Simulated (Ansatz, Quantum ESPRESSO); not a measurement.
Rh: the functional in 2 programs

It takes space group Fm-3m (No. 225, cubic). Conventional cell: a = 3.796 Å, b = 3.796 Å, c = 3.796 Å, α = 90.00°, β = 90.00°, γ = 90.00°. Rh (site symmetry m-3m) is surrounded by 12 Rh at 2.68 Å.

Kept alike: task band structure; k mesh 12 × 12 × 12; occupations fermi-dirac, width 0.05 eV; no spin polarisation. The mesh is that of the run's cell of 1 atom. No spin-orbit coupling.

- A: Ansatz, all-electron LAPW, scalar-relativistic
- B: Quantum ESPRESSO, SG15 PBE 1.2, made for PBE, cutoff 952 eV

| functional | A: pressure (GPa) | B: pressure (GPa) |
| --- | --- | --- |
| LDA | -9.88 | -11.25 |
| PBE | 7.24 | 7.29 |
| PBEsol | -3.74 | -4.21 |

Pressure is positive in compression; plane-wave values hold the error of the finite cutoff. Values on potentials made for another functional: B at LDA, PBEsol. For a metal such a mesh leaves the last digits unconverged.

**Question.** How large is the effect of the functional, and do the programs agree on it?

**Answer.** From LDA to PBE the pressure moves by +17.12 in A, +18.54 in B (GPa). Row by row the programs differ by 0.05 to 1.37, and over this span the shifts, as printed, agree within about 8 %. Shifts from LDA: PBE +17.12, +18.54; PBEsol +6.14, +7.04; the programs' shifts differ by up to 1.42.
